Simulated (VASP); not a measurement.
# PbSe (Clausthalite) (Fm-3m) in VASP: a series of runs, part 2 of 3

VASP 6.6.1.

## 4. Relaxation of the atoms, r2SCAN (a relaxed cell with its volume scaled by 1.06)

INCAR reads:

```
SYSTEM = PbSe
ALGO = Normal ; EDIFF = 1E-7
EDIFFG = -0.01 ; ENCUT = 600
IBRION = 2 ; ISIF = 2
ISMEAR = 0 ; LASPH = .True.
LCHARG = .False. ; LMIXTAU = .True.
LREAL = .False. ; LWAVE = .False.
METAGGA = R2SCAN ; NELM = 80
NSW = 40 ; PREC = Accurate
SIGMA = 0.03
```

KPOINTS reads:

```
k-points
0
Gamma
  8 8 8
  0 0 0
```

POSCAR reads:

```
PbSe                                    
1.0
    0.0000000000      3.1498526677      3.1498526677
    3.1498526677      0.0000000000      3.1498526677
    3.1498526677      3.1498526677      0.0000000000
  Pb              Se            
     1     1
Direct
     0.0000000000000000    0.0000000000000000    0.0000000000000000
     0.5000000000000000    0.5000000000000000    0.5000000000000000
```

Potentials or basis: VASP PAW PBE potentials, release 64 (Pb_d, Se).

Command:

```sh
$ cat potpaw_PBE.64/Pb_d/POTCAR potpaw_PBE.64/Se/POTCAR > POTCAR
$ mpirun -np 1 vasp_std > vasp.out
```

OUTCAR:

```text
SYSTEM = PbSe
   EDIFF = 1E-7
   EDIFFG = -0.01
   ENCUT = 600
   IBRION = 2
   ISIF = 2
   ISMEAR = 0
   LASPH = .True.
   LREAL = .False.
   METAGGA = R2SCAN
   NELM = 80
   NSW = 40
   PREC = Accurate

 ion  position               nearest neighbor table
   1  0.000  0.000  0.000-   2 3.15   2 3.15   2 3.15   2 3.15   2 3.15   2 3.15
   2  0.500  0.500  0.500-   1 3.15   1 3.15   1 3.15   1 3.15   1 3.15   1 3.15

  LATTYP: Found a face centered cubic cell.
 ALAT       =     6.2997053354

  Lattice vectors:

 A1 = (   0.0000000000,   3.1498526677,   3.1498526677)
 A2 = (   3.1498526677,   0.0000000000,   3.1498526677)
 A3 = (   3.1498526677,   3.1498526677,   0.0000000000)

Analysis of symmetry for initial positions (statically):
=====================================================================
 Subroutine PRICEL returns:
 Original cell was already a primitive cell.

 Routine SETGRP: Setting up the symmetry group for a
 face centered cubic supercell.

 Subroutine GETGRP returns: Found 48 space group operations
 (whereof 48 operations were pure point group operations)
 out of a pool of 48 trial point group operations.

The static configuration has the point symmetry O_h .

Analysis of symmetry for dynamics (positions and initial velocities):
=====================================================================
 Subroutine PRICEL returns:
 Original cell was already a primitive cell.

 Routine SETGRP: Setting up the symmetry group for a
 face centered cubic supercell.

 Subroutine GETGRP returns: Found 48 space group operations
 (whereof 48 operations were pure point group operations)
 out of a pool of 48 trial point group operations.

The dynamic configuration has the point symmetry O_h .

 Subroutine INISYM returns: Found 48 space group operations
 (whereof 48 operations are pure point group operations),
 and found     1 'primitive' translations

[... 125 lines left out ...]
 conjugate gradient relaxation of ions
 non-spin polarized calculation
 Gauss-broadening in eV      SIGMA  =   0.03
  energy-cutoff  :      600.00
  volume of cell :       62.50
 maximum number of plane-waves:      2120
   NGX = 17   NGY = 17   NGZ = 17

 number of electron      19.9999998 magnetization

 Free energy of the ion-electron system (eV)
  ---------------------------------------------------
  ext. energy  EPLUGINS =         0.00000000
  ---------------------------------------------------
  free energy    TOTEN  =       -71.91009613 eV

  energy without entropy =      -71.91009613  energy(sigma->0) =      -71.91009613

 E-fermi :   4.0089     XC(G=0):  -9.6472

 val. band max:        3.8172512776   @ k =   0.5000   0.0000   0.0000
 cond. band min:       4.6589094645   @ k =   0.5000   0.0000   0.0000
 fundamental gap:      0.8416581869
 Fermi energy:         4.0089499403

 k-point     1 :       0.0000    0.0000    0.0000
  band No.  band energies     occupation
      1     -13.4685      2.00000
      2     -13.4685      2.00000
      3     -13.4685      2.00000
      4     -13.4607      2.00000
      5     -13.4607      2.00000
      6      -9.5467      2.00000
      7      -2.6189      2.00000
      8       2.2540      2.00000
      9       2.2540      2.00000
     10       2.2540      2.00000
     11       8.7191      0.00000
     12       8.7191      0.00000
     13       8.7191      0.00000
     14      11.0193      0.00000
[... 377 lines left out ...]
      1     -13.4999      2.00000
      2     -13.4705      2.00000
      3     -13.4597      2.00000
      4     -13.4533      2.00000
      5     -13.4429      2.00000
      6      -8.4920      2.00000
      7      -4.4308      2.00000
      8       1.0370      2.00000
      9       1.3569      2.00000
     10       3.1472      2.00000
     11       5.6726      0.00000
     12       7.5386      0.00000
     13       8.1269      0.00000
     14      11.9642      0.00000

 [... further k-points ...]

------------------------ aborting loop because EDIFF is reached ----------------------------------------

  FORCE on cell =-STRESS in cart. coord.  units (eV):
  Direction    XX          YY          ZZ          XY          YZ          ZX
  --------------------------------------------------------------------------------------
  -------------------------------------------------------------------------------------
  Total       -1.0274572     -1.0274572     -1.0274572     -0.0000000     -0.0000000      0.0000000
  in kB      -26.3374438    -26.3374438    -26.3374438     -0.0000000     -0.0000000      0.0000000
  external PRESSURE =     -26.3374438 kB  Pullay stress =       0.0000000 kB

 VOLUME and BASIS-vectors are now :
 -----------------------------------------------------------------------------
  energy-cutoff  :      600.00
  volume of cell :       62.50
      direct lattice vectors                 reciprocal lattice vectors
     0.000000000  3.149852668  3.149852668    -0.158737583  0.158737583  0.158737583
     3.149852668  0.000000000  3.149852668     0.158737583 -0.158737583  0.158737583
     3.149852668  3.149852668  0.000000000     0.158737583  0.158737583 -0.158737583

 POSITION                                       TOTAL-FORCE (eV/Angst)
 -----------------------------------------------------------------------------------
      0.00000      0.00000      0.00000         0.000000     -0.000000      0.000000
      3.14985      3.14985      3.14985        -0.000000      0.000000     -0.000000
 -----------------------------------------------------------------------------------
    total drift:                                0.000000      0.000000      0.000000

  FREE ENERGIE OF THE ION-ELECTRON SYSTEM (eV)
  ---------------------------------------------------
  free  energy   TOTEN  =       -71.9100961281 eV

  energy  without entropy=      -71.9100961281  energy(sigma->0) =      -71.91009613

 reached required accuracy - stopping structural energy minimisation
```

OSZICAR:

```text
N       E                     dE             d eps       ncg     rms          rms(c)
DAV:   1     0.102409542076E+03    0.10241E+03   -0.10507E+04   812   0.161E+03
DAV:   2    -0.616526079190E+02   -0.16406E+03   -0.16058E+03   854   0.371E+02
DAV:   3    -0.763098150231E+02   -0.14657E+02   -0.14038E+02  1058   0.110E+02
DAV:   4    -0.767058216985E+02   -0.39601E+00   -0.39580E+00   882   0.213E+01
[... 12 lines left out ...]
DAV:  17    -0.719100844188E+02    0.12678E-04   -0.36468E-05  1016   0.694E-02    0.195E-03
DAV:  18    -0.719100955996E+02   -0.11181E-04   -0.23595E-05   818   0.415E-02    0.186E-03
DAV:  19    -0.719100943882E+02    0.12115E-05   -0.10057E-06  1034   0.141E-02    0.134E-03
DAV:  20    -0.719100960793E+02   -0.16911E-05   -0.12958E-06   824   0.919E-03    0.653E-04
DAV:  21    -0.719100961281E+02   -0.48876E-07   -0.40996E-07   848   0.706E-03
   1 F= -.71910096E+02 E0= -.71910096E+02  d E =-.719101E+02
```

CONTCAR:

```text
PbSe
   1.00000000000000
     0.0000000000000000    3.1498526676999998    3.1498526676999998
     3.1498526676999998    0.0000000000000000    3.1498526676999998
     3.1498526676999998    3.1498526676999998    0.0000000000000000
  Pb              Se
     1     1
Direct
     0.0000000000000000    0.0000000000000000    0.0000000000000000
     0.5000000000000000    0.5000000000000000    0.5000000000000000

  0.00000000E+00  0.00000000E+00  0.00000000E+00
  0.00000000E+00  0.00000000E+00  0.00000000E+00
```

It took 65 s on 1 thread of Intel Xeon 6975P-C (Granite Rapids), shared host; peak memory 0.23 GiB.

What came out:

| Property | Result |
| --- | --- |
| Free energy | -71.9101 eV |
| Pressure after relaxing | -2.6 GPa |
| Band gap on the k mesh | 0.84 eV, direct |

Final structure:
```yaml
crystal:
  lattice:
    - [0.00000, 3.14985, 3.14985]
    - [3.14985, 0.00000, 3.14985]
    - [3.14985, 3.14985, 0.00000]
  atoms:
    - { symbol: Pb, position: [0.00000, 0.00000, 0.00000] }
    - { symbol: Se, position: [0.50000, 0.50000, 0.50000] }
```

Levels at points of the mesh, in eV from the valence-band top:
| k point | band 6 | band 7 | band 8 | band 9 | band 10 | band 11 | band 12 | band 13 | band 14 |
| --- | --- | --- | --- | --- | --- | --- | --- | --- | --- |
| (0.00, 0.00, 0.00) | -13.36 | -6.44 | -1.56 | -1.56 | -1.56 | 4.90 | 4.90 | 4.90 | 7.20 |
| (0.50, 0.00, 0.00) | -12.46 | -8.53 | -1.20 | -1.20 | 0.00 | 0.84 | 2.16 | 2.16 | 9.02 |
| (0.50, 0.50, 0.00) | -12.18 | -7.35 | -4.37 | -2.78 | -2.78 | 4.43 | 5.72 | 5.72 | 6.15 |

Caveat: the relaxation stopped at its first step, so nothing moved; the PAW data sets were made with another functional, which shifts forces and pressure a little; spin-orbit coupling is left out, which as a rule narrows the gap of such compounds by several tenths of an eV. A k mesh can miss the band edges.

(Continued in part 3 of 3.)
